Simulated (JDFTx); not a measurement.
Crystal: Ti.

```
CELL_PARAMETERS angstrom
2.95000 0.00000 0.00000
-1.47500 2.55477 0.00000
0.00000 0.00000 4.68000
ATOMIC_POSITIONS crystal
Ti 0.66667 0.33333 0.75000
Ti 0.33333 0.66667 0.25000
```

- Program: JDFTx 1.7.0 (patched build)
- Task: relaxation of cell and atoms
- Functional: PBE
- Potentials or basis: PseudoDojo-SR-PBE-0.5-standard with smoothed tails
- Cutoff: 1143 eV
- Density cutoff: 9143 eV
- k mesh: 5 × 5 × 3
- Occupations: fermi-dirac, width 0.05 eV
- Spin: no spin polarisation

At the start: pressure -1.6 GPa; volume 17.64 Å³/atom.

Question: How do energy, volume and symmetry change on relaxing?

Answer: Over 7 steps the energy falls by 2.6 meV/atom and the volume is 17.37 Å³/atom (-1.5 %); space group P6_3/mmc (No. 194, to 0.05 Å).

The path:
```csv
step,energy change (eV),largest force (eV/Å),pressure (GPa),volume (Å³)
1,0.0000,0.0000,-1.63,35.27
2,-0.0012,0.0000,-1.31,35.16
3,-0.0040,0.0000,0.09,34.72
4,-0.0046,0.0000,0.01,34.74
5,-0.0052,0.0000,-0.05,34.76
6,-0.0052,0.0000,0.01,34.74
7,-0.0052,0.0000,0.00,34.74
```

Final structure:
```cif
data_structure
_symmetry_space_group_name_H-M 'P 1'
_symmetry_Int_Tables_number 1
_cell_length_a 2.9537
_cell_length_b 2.9536
_cell_length_c 4.5982
_cell_angle_alpha 90.000
_cell_angle_beta 90.000
_cell_angle_gamma 120.000
_cell_volume 34.74
loop_
_atom_site_label
_atom_site_type_symbol
_atom_site_fract_x
_atom_site_fract_y
_atom_site_fract_z
_atom_site_occupancy
Ti1 Ti 0.66667 0.33333 0.75000 1
Ti2 Ti 0.33333 0.66667 0.25000 1
```

Caveat: the k mesh is coarse (spacing up to 0.49 Å⁻¹), so the values aren't converged.
